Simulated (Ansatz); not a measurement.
Crystal: SiNi.

```
Ni Si
1.0
     5.17310    0.00000    0.00000
     0.00000    3.33810    0.00000
     0.00000    0.00000    5.60490
Ni Si
4 4
Direct
  0.99221 0.75000 0.81248
  0.50779 0.25000 0.31248
  0.49221 0.75000 0.68752
  0.00779 0.25000 0.18752
  0.67872 0.25000 0.91750
  0.82128 0.75000 0.41750
  0.17872 0.25000 0.58250
  0.32128 0.75000 0.08250
```

Base run:

```yaml
Program: Ansatz 0.2.0
Functional: r2SCAN
Potentials_or_basis: Ansatz PAW
Cutoff: 500 eV
Density_cutoff: 2000 eV
k_mesh: 5 × 8 × 5
Occupations: fermi-dirac, width 0.05 eV
Spin: collinear spin, ferromagnetic start
Starting_moments: "[1.0, 1.0, 1.0, 1.0, 0.0, 0.0, 0.0, 0.0] μB"
```

Its results: band gap on the k mesh none (metal or under the smearing width); pressure -3.2 GPa; net moment 0.00 μB per cell; largest force 0.146 eV/Å.

**Question.** After a change of settings the same cell gave: band gap on the k mesh none (metal or under the smearing width); pressure -9.0 GPa; net moment 0.00 μB per cell; largest force 0.160 eV/Å. Which change was it?
A. functional from r2SCAN to LDA; cutoff from 500 eV to 420 eV; density cutoff from 2000 eV to 1680 eV
B. functional from r2SCAN to BLYP; cutoff from 500 eV to 420 eV; density cutoff from 2000 eV to 1680 eV
C. functional from r2SCAN to PBEsol; cutoff from 500 eV to 420 eV; density cutoff from 2000 eV to 1680 eV
D. functional from r2SCAN to PBE; cutoff from 500 eV to 420 eV; density cutoff from 2000 eV to 1680 eV

**Answer.** A.

Caveats: the PAW data sets come from PBE, with cores solved anew for the run's functional, which leaves a small shift of forces and pressure; the magnetic or orbital state may not be the lowest (some runs).

Not every run made on this cell is shown here.
